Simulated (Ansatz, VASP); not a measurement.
# Nb: VASP beside Ansatz

File INCAR:

```
  PREC = Accurate
  ENCUT = 520
  EDIFF = 1E-6
  ISMEAR = -1
  SIGMA = 0.1
  LREAL = F
  LASPH = T
  NELM = 80
  ALGO = Normal
  ISIF = 2
  LWAVE = F
  LCHARG = T
  GGA = B5
  ALDAX = 1.0
  AGGAX = 1.0
  AGGAC = 1.0
  ALDAC = 0.0
  LELF = T
  LVHAR = T
  NBANDS = 12
```

Contents of KPOINTS:

```
regular mesh
0
Gamma
  22 22 22
```

The input POSCAR:

```
Nb
1.0
   -1.7193171274      1.7193171274      1.7193171274
    1.7193171274     -1.7193171274      1.7193171274
    1.7193171274      1.7193171274     -1.7193171274
Nb
1
Direct
    0.0000000000      0.0000000000      0.0000000000
```

Input for Ansatz:

```yaml
crystal:
  lattice:
    - [-1.7193171274, 1.7193171274, 1.7193171274]
    - [1.7193171274, -1.7193171274, 1.7193171274]
    - [1.7193171274, 1.7193171274, -1.7193171274]
  atoms:
    - { symbol: Nb, position: [0.0, 0.0, 0.0] }
hamiltonian:
  xc: blyp
  pseudopotentials:
    kind: paw
    azcp:
      Nb: "pseudopotentials/Nb.paw.azcp"
basis:
  ecutwfc: 420
  fft_grid_basis: typed
kpoints:
  mp_grid: { grid: [22, 22, 22], shift: [0, 0, 0] }
magnetization:
  spin_polarized: false
scf:
  occupations: { method: fermi_dirac, width: 0.1 }
output:
  stress: true
```

Alike in both runs: task single point; functional BLYP; k mesh 22 × 22 × 22; occupations fermi-dirac, width 0.1 eV; no spin polarisation.

|  | VASP | Ansatz |
| --- | --- | --- |
| version | VASP 6.6.1 | Ansatz 0.2.0 |
| potentials or method | VASP PAW PBE potentials, release 64 (Nb_sv) | plane waves (420 eV) with PAW, scalar-relativistic |
| plane-wave cutoff (eV) | 520 | 420 |
| valence electrons in the cell | 13 | 13 |

```tsv
	VASP	Ansatz	Ansatz less VASP
pressure (GPa)	-10.2	-10.2	+0.02
```

With one functional, cell and mesh, what is left measures potentials, basis and numerics.

Caveats: the PAW data sets were made with another functional, which shifts forces and pressure a little (VASP).
